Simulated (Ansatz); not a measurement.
# How far is PAW off for Ni?

```
Ni
1.0
     0.00000    1.76795    1.75027
     1.76795    0.00000    1.75027
     1.76795    1.76795    0.00000
Ni
1
Direct
  0.00000 0.00000 0.00000
```

The geometry is COD entry 2100640, unchecked; take it as a test cell. The listed cell was then made from it by scaling, straining or moving an atom.

Other magnetic orders may lie lower; this is the state that the run reached.

Levels of theory: DFT, PBE, PAW with Ansatz's default frozen-core files, scalar-relativistic (Ansatz 0.2.0); DFT, PBE, all-electron LAPW, scalar-relativistic (Ansatz 0.2.0).

For PAW: a Γ-centred 20×20×20 k mesh, Fermi–Dirac smearing of 0.05 eV, cutoff 420 eV, spin-polarised from start moments Ni 1.5 μB. LAPW targets a basis error of 0.25 meV/atom. The Ansatz runs share mesh, smearing and spin set-up. Plane-wave (PAW) pressures include the program's estimate of the Pulay term.

Stress and pressure are positive in compression.

PAW results:

| quantity | PAW |
| --- | --- |
| pressure (GPa) | -0.88 |
| stress xx (GPa) | -1.27 |
| stress zz (GPa) | -0.12 |
| moment of the cell (μB) | 0.638 |

Problem. What does LAPW (all electrons) give for the same quantities?

Solution. 
| quantity | LAPW |
| --- | --- |
| pressure (GPa) | -0.91 |
| stress xx (GPa) | -1.29 |
| stress zz (GPa) | -0.14 |
| moment of the cell (μB) | 0.639 |
